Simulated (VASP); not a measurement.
TePb, 2 atoms in the cell. It takes space group Fm-3m (No. 225, cubic). The conventional cell has a = 6.462 Å, b = 6.462 Å, c = 6.462 Å, α = 90.00°, β = 90.00°, γ = 90.00°. Pb (site symmetry m-3m) is surrounded by 6 Te at 3.23 Å. Around Te (site symmetry m-3m) lie 6 Pb at 3.23 Å. 

| Item | Value |
| --- | --- |
| Program | VASP 6.6.1 |
| Task | relaxation of cell and atoms |
| Functional | vdW-DF2 |
| Potentials or basis | VASP PAW PBE potentials, release 64 (Pb_d, Te) |
| Cutoff | 600 eV |
| k mesh | 7 × 7 × 7 |
| Occupations | fermi-dirac, width 0.05 eV |
| Spin | no spin polarisation |
| Further INCAR settings | ALGO = Fast; EDIFF = 1e-07; IBRION = 2; EDIFFG = -0.01; NSW = 60; ISIF = 3 |

Potentials or basis: VASP PAW PBE potentials, release 64 (Pb_d, Te).

Command:

```bash
$ cat potpaw_PBE.64/Pb_d/POTCAR potpaw_PBE.64/Te/POTCAR > POTCAR
$ mpirun -np 1 vasp_std > vasp.out
```

Hardware: 1 thread of AMD EPYC 9R45 96-Core Processor (Zen 5), on a shared host.

Estimate the wall time of this run.

Run time: 3.6 min on 1 thread of AMD EPYC 9R45 96-Core Processor (Zen 5), with other jobs on the host, peak memory 0.55 GiB. Counts: scf iterations 43, k points 20, ion steps 3.
